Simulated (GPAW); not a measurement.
# Y (Fm-3m) in GPAW: a series of runs

Runs on Y. Level: RPBE. Tasks: single point.

Program: GPAW 26.7.0. These are calculated values, not measurements. Logs are shortened: lines on timing, memory, paths and dates and some standing lists are left out, and cuts for length are marked. The log counts tension as positive stress, the text compression.

## 1. The structure

The structure is cubic, space group Fm-3m (No. 225). Conventional cell: a = 5.104 Å, b = 5.104 Å, c = 5.104 Å, α = 90.00°, β = 90.00°, γ = 90.00°. Around Y (site symmetry m-3m) lie 12 Y at 3.61 Å.

This isn't the form of Y at room conditions, which is hcp.

## 2. Single point, RPBE

run.py

```python
from ase.dft.bandgap import bandgap
from ase.io import read, write
from ase.units import GPa
from gpaw import GPAW, PW

atoms = read('POSCAR')

calc = GPAW(mode=PW(600),
            xc='RPBE',
            kpts={'size': (9, 9, 9), 'gamma': True},
            occupations={'name': 'methfessel-paxton', 'order': 0, 'width': 0.1},
            nbands=14,
            convergence={'density': 1e-05, 'energy': 1e-05},
            maxiter=150,
            txt='gpaw.txt')
atoms.calc = calc
energy = atoms.get_potential_energy()
forces = atoms.get_forces()
stress = atoms.get_stress()
calc.write('gs.gpw')
write('result.traj', atoms)
print(f'Energy: {energy:.6f} eV')
print('Forces (eV/A):')
print(forces.round(4))
print('Stress (GPa):', (stress / GPa).round(3))
print('Fermi level:', round(calc.get_fermi_level(), 4), 'eV')
print(f'Gap: {bandgap(calc)[0]:.4f} eV, direct: {bandgap(calc, direct=True)[0]:.4f} eV')
```

POSCAR

```
Y
1.0
    0.0000000000      2.5519910612      2.5519910612
    2.5519910612      0.0000000000      2.5519910612
    2.5519910612      2.5519910612      0.0000000000
Y
1
Direct
    0.0000000000      0.0000000000      0.0000000000
```

Potentials or basis: the program's PAW data sets (release 1.2.1) made for this functional, pw.

On the command line:

```console
$ OMP_NUM_THREADS=1 python run.py
```

gpaw.txt:

```text
__  _  _
 | _ |_)|_||  |
 |__||  | ||/\| - 26.7.0

Input parameters:
  mode=PW(ecut=600.0),
  convergence={'density': 1e-05, 'energy': 1e-05},
  kpts=MonkhorstPack(size=(9, 9, 9), gamma=True),
  maxiter=150,
  nbands=14,
  occupations=Occupations(name='methfessel-paxton', order=0, width=0.1),
  xc=XC(name='RPBE')

Diagonalizing LCAO Hamiltonian
Converting LCAO to pw mode

       Y

Atoms  # Å, Bohr magnetons
|   | symbol |        x |        y |        z |    initial magnetic moments |
|---|--------|----------|----------|----------|-----------------------------|
| 0 |      Y | 0.000000 | 0.000000 | 0.000000 | ( 0.0000,  0.0000,  0.0000) |

Unit cell  # Å
| periodic |        x |        y |        z |  lengths |    angles |
|----------|----------|----------|----------|----------|-----------|
|      yes | 0.000000 | 2.551991 | 2.551991 | 3.609060 | 60.000000 |
|      yes | 2.551991 | 0.000000 | 2.551991 | 3.609060 | 60.000000 |
|      yes | 2.551991 | 2.551991 | 0.000000 | 3.609060 | 60.000000 |

Number of symmetries: 48
[... 51 lines left out ...]

BZ-sampling:
  Number of BZ points: 729
  Number of IBZ points: 35

  Monkhorst-Pack size: [9, 9, 9]
  Monkhorst-Pack shift: [0, 0, 0]

K-points  # in reciprocal-cell coordinates
|     |                                coordinates |     weight |
|-----|--------------------------------------------|------------|
|   0 | (  0.00000000,   0.00000000,   0.00000000) | 0.00137174 |
|   1 | (  0.11111111,   0.11111111,   0.00000000) | 0.00823045 |
|   2 | (  0.11111111,   0.11111111,   0.11111111) | 0.01097394 |
|   3 | (  0.22222222,   0.11111111,   0.11111111) | 0.01646091 |
|   4 | (  0.22222222,   0.22222222,   0.00000000) | 0.00823045 |
|   5 | (  0.22222222,   0.22222222,   0.11111111) | 0.03292181 |
|   6 | (  0.22222222,   0.22222222,   0.22222222) | 0.01097394 |
|   7 | (  0.33333333,   0.22222222,   0.11111111) | 0.03292181 |
|   8 | (  0.33333333,   0.22222222,   0.22222222) | 0.03292181 |
|   9 | (  0.33333333,   0.33333333,  -0.33333333) | 0.01646091 |
| ... |                                            |            |
|  34 | (  0.44444444,   0.44444444,   0.44444444) | 0.01097394 |

Plane wave coefficients: 1125
Cutoff: 600.0 eV

Spin-components: 1 (collinear spins)
Bands:           14
Projectors:      6
Spin-degeneracy: 2
Datatype:        complex128

Parallelization:
  kpt:    1
  domain: 1
  band:   1

Density:
  Valence electrons: 11.0
  Components: 1
  Grid points: [21 21 21]
  Charge: 0.0  # |e|

Potential:
  Grid points: [21 21 21]

species:
  Y:
    name:    Yttrium
    Z:       39.0
    valence: 11
    core:    28
    charge:  0.0  # [|e|]
    compensation charges:
      type: gauss
      rc: 0.40  # [Å]
      lmax: 2
    cutoffs:
      filter: 2.39  # [Å]
      core: 1.70  # [Å]
    projectors
    | kind |    occ | energy [eV] | rcut [Å] |
    |------|--------|-------------|----------|
    |   4s |  2.000 |     -47.999 |    1.328 |
    |   5s |  2.000 |      -4.056 |    1.328 |
    |   4p |  6.000 |     -27.950 |    1.318 |
    |   5p |  0.000 |      -1.450 |    1.318 |
    |   4d |  1.000 |      -2.487 |    1.286 |
    |    d |        |      24.724 |    1.286 |

    Using partial waves for Y as LCAO basis

Reference energy: -92098.481579  # eV

eigensolver:
  PPCG
  Converge bands: occupied
  niter=2

density mixing:
  MSR1-Mixer
  Pratt-step length: 0.05
  Maximum mixing coefficient: 0.75
  Old densities: 10
  SVD Regularization: 0.005
  Good broyden scale: 1.0
  Trust region scale: 1.0
  Backstep threshold: 4.0
  History deletion threshold: 6.0
  Fourier metric: weight=20.0, sigma=0.015

occupation numbers:
  Methfessel-Paxton:
    width: 0.1000  # eV
    order: 0

poisson solver:
  ecut: 4800.0  # eV

xc functional:
  name: RPBE with 2 nearest neighbor stencil

convergence criteria:
- Maximum integral of absolute [dens]ity change: 1e-05 electrons / valence electron
- Maximum [total energy] change in last 3 cyles: 1e-05 eV / valence electron
- Maximum integral of absolute [eigenst]ate change: 4e-08 eV^2 / valence electron
maximum number of iterations: 150

SCF iterations
|iter     | |      energy | eigst |  dens |
|---------|-|-------------|-------|-------|
|iter:   1| |   -4.433949 | -0.36 |       |
|iter:   2| |   -4.421414 | -2.96 | -1.41 |
|iter:   3| |   -4.362239 | -2.12 | -1.44 |
|iter:   4| |   -4.365029 | -3.18 | -2.00 |
|iter:   5| |   -4.366022 | -4.17 | -2.35 |
|iter:   6| |   -4.366025 | -5.97 | -3.58 |
|iter:   7| |   -4.366026c| -7.14 | -4.11 |
|iter:   8| |   -4.366026c| -8.50c| -5.26c|

Converged in 8 steps
Energy contributions relative to reference atoms: (reference = -92098.481579)

Energy contributions:
  Kinetic:           0.949653
  Coulomb:          -0.258556
  Zero:             -0.191129
  External:          0.000000
  Xc:               -4.861848
  Entropy:          -0.008292
  Spinorbit:         0.000000
  ----------------------------
  Free energy:      -4.370172
  Extrapolated:     -4.366026

dipole moment: (-19.087733, -19.087733, -19.087733)  # |e|*Ang

Fermi level: 6.505
Eigenvalues  # (at kpt = [0.000, 0.000, 0.000])
| band index |      eig [eV] | occ [0-2] |
|------------|---------------|-----------|
|          0 |       -36.293 |     2.000 |
|          1 |       -16.036 |     2.000 |
|          2 |       -16.036 |     2.000 |
|          3 |       -16.036 |     2.000 |
|          4 |         1.794 |     2.000 |
|          5 |         8.261 |     0.000 |
|          6 |         8.261 |     0.000 |
|          7 |         8.261 |     0.000 |
|          8 |        10.214 |     0.000 |
|          9 |        10.214 |     0.000 |
|         10 |        15.380 |     0.000 |
|         11 |        18.631 |     0.000 |
|         12 |        18.631 |     0.000 |
|         13 |        18.631 |     0.000 |

No gap
No difference between direct/indirect transitions

Forces  # eV/Ang
|       x |       y |        z |
|---------|---------|----------|
| 0.00000 | 0.00000 | -0.00000 |  # Y    0

Stress tensor  # eV/Ang^3
|         x |         y |         z |
|-----------|-----------|-----------|
| -0.004008 |  0.000000 | -0.000000 |
|  0.000000 | -0.004008 | -0.000000 |
| -0.000000 | -0.000000 | -0.004008 |

# Writing to gs.gpw (mode='')
```

stdout:

```text
Energy: -4.366026 eV
Forces (eV/A):
[[ 0.  0. -0.]]
Stress (GPa): [-0.642 -0.642 -0.642 -0.    -0.     0.   ]
Fermi level: 6.5054 eV
Gap: 0.0000 eV, direct: 0.0000 eV
```

Run time: 12 s. Hardware: 1 thread of Arm Neoverse V1, shared host; peak memory 0.14 GiB.

What came out:

```yaml
Free_energy: -4.3702 eV
Pressure: 0.6 GPa
Band_gap_on_the_k_mesh: none (metal or under the smearing width)
```

Levels at points of the mesh, in eV from the Fermi level:
```
           k point  band 1  band 2  band 3  band 4  band 5  band 6  band 7  band 8  band 9  band 10
(0.00, 0.00, 0.00)  -42.80  -22.54  -22.54  -22.54   -4.71    1.76    1.76    1.76    3.71     3.71
```

## 3. Single point, RPBE

Changes to run.py since step 2:

```diff
@@ -1,3 +1,4 @@
+from ase import Atoms
 from ase.dft.bandgap import bandgap
-from ase.io import read, write
+from ase.io import write
 from ase.units import GPa
@@ -5,3 +6,8 @@
 
-atoms = read('POSCAR')
+atoms = Atoms(['Y'],
+              cell=[[0.0, 2.5519910612, 2.5519910612],
+                    [2.5519910612, 0.0, 2.5519910612],
+                    [2.5519910612, 2.5519910612, 0.0]],
+              scaled_positions=[[0.0, 0.0, 0.0]],
+              pbc=True)
 
@@ -10,3 +16,3 @@
             kpts={'size': (9, 9, 9), 'gamma': True},
-            occupations={'name': 'methfessel-paxton', 'order': 0, 'width': 0.1},
+            occupations={'name': 'methfessel-paxton', 'order': 0, 'width': 0.05},
             nbands=14,
```

Potentials or basis: the program's PAW data sets (release 1.2.1) made for this functional, pw.

On the command line:

```console
$ OMP_NUM_THREADS=1 python run.py
```

Wall time 11 s (1 thread of Arm Neoverse V1, shared host); peak memory 0.14 GiB.

It converged, with:

* Free energy: -4.3670 eV
* Pressure: 0.7 GPa
* Band gap on the k mesh: none (metal or under the smearing width)

Levels at points of the mesh, in eV from the Fermi level:
```csv
k point,band 3,band 4,band 5,band 6,band 7,band 8
"(0.00, 0.00, 0.00)",-22.55,-22.55,-4.71,1.75,1.75,1.75
```

## 4. Single point, RPBE

run.py

```python
from ase.dft.bandgap import bandgap
from ase.io import read, write
from ase.units import Bohr, GPa
from gpaw import GPAW, PW
from gpaw.elf import elf_from_dft_calculation

atoms = read('POSCAR')

calc = GPAW(mode=PW(600),
            xc='RPBE',
            kpts={'size': (9, 9, 9), 'gamma': True},
            occupations={'name': 'methfessel-paxton', 'order': 0, 'width': 0.02},
            nbands=14,
            convergence={'density': 1e-05, 'energy': 1e-05},
            maxiter=150,
            txt='gpaw.txt')
atoms.calc = calc
energy = atoms.get_potential_energy()
forces = atoms.get_forces()
stress = atoms.get_stress()
calc.write('gs.gpw')
write('result.traj', atoms)
print(f'Energy: {energy:.6f} eV')
print('Forces (eV/A):')
print(forces.round(4))
print('Stress (GPa):', (stress / GPa).round(3))
print('Fermi level:', round(calc.get_fermi_level(), 4), 'eV')
print(f'Gap: {bandgap(calc)[0]:.4f} eV, direct: {bandgap(calc, direct=True)[0]:.4f} eV')

# fields on the real-space grid
write('density.cube', atoms, data=calc.get_pseudo_density() * Bohr**3)
write('potential.cube', atoms, data=calc.get_electrostatic_potential())
write('elf.cube', atoms, data=elf_from_dft_calculation(calc).data)
```

POSCAR is that of step 2.

On the command line:

```console
$ OMP_NUM_THREADS=1 python run.py
```

Run time: 12 s. Hardware: 1 thread of Arm Neoverse V1, shared host; peak memory 0.14 GiB.

Results (log left out):

| Item | Value |
| --- | --- |
| Free energy | -4.3659 eV |
| Pressure | 0.7 GPa |
| Band gap on the k mesh | none (metal or under the smearing width) |

Levels at points of the mesh, in eV from the Fermi level:
| k point | band 1 | band 2 | band 3 | band 4 | band 5 | band 6 | band 7 | band 8 | band 9 | band 10 |
| --- | --- | --- | --- | --- | --- | --- | --- | --- | --- | --- |
| (0.00, 0.00, 0.00) | -42.81 | -22.56 | -22.56 | -22.56 | -4.72 | 1.74 | 1.74 | 1.74 | 3.70 | 3.70 |

## 5. Summary

| smearing | gap on the mesh (eV) | pressure (GPa) |
| --- | --- | --- |
| gaussian 0.1 eV | none | 0.6 |
| gaussian 0.05 eV | none | 0.7 |
| gaussian 0.02 eV | none | 0.7 |

Alike in all rows: task single point; level RPBE; potentials or basis the program's PAW data sets (release 1.2.1) made for this functional, pw; no spin polarisation; cell as given; k mesh 9 × 9 × 9; cutoff (eV) 600.

Every run on the cell as given and a fine mesh finds a metal.

Absolute energies hang on the potentials; compare differences alone.
